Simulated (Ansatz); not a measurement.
Energy landscape near a Pd structure

All numbers below come from DFT PBEsol, scalar-relativistic, plane waves, PAW in Ansatz.

Settings: cutoff 420 eV, Γ-centred mesh 16×16×16 on the computed 1-atom cell, Gaussian smearing of 0.10 eV; no spin polarisation.

Reference cell:

```
Pd
1.0
    -1.57228    1.57228    1.57228
     1.57228   -1.57228    1.57228
     1.57228    1.57228   -1.57228
Pd
1
Direct
  0.00000 0.00000 0.00000
```

Each variant moves atoms of this cell by the vectors given, if any (Å), and then applies a symmetric strain (tensor components, Cartesian axes). The reference cell isn't relaxed at this level. Energies are per atom at zero smearing, counted from the lowest variant. Pressure is positive in compression.

1. strain (xx yy zz yz xz xy, %) 0.31 0.31 9.31 0.00 0.00 0.00
2. strain (xx yy zz yz xz xy, %) 5.50 3.45 1.56 -0.30 1.38 -0.65
3. strain (xx yy zz yz xz xy, %) 6.77 6.77 -2.23 0.54 0.54 2.51

```
result  ΔE (meV/atom) P (GPa)
     A           37.6   -20.67
     B           23.8   -20.47
     C            0.0   -20.17
```

(1) Which variant gave which result?

Answers

(1) A is 3, B is 2, C is 1. The pressure falls as the cell grows: from the smallest volume to the largest the variants are 1, 2, 3.

This bcc form isn't the element's structure at ambient conditions.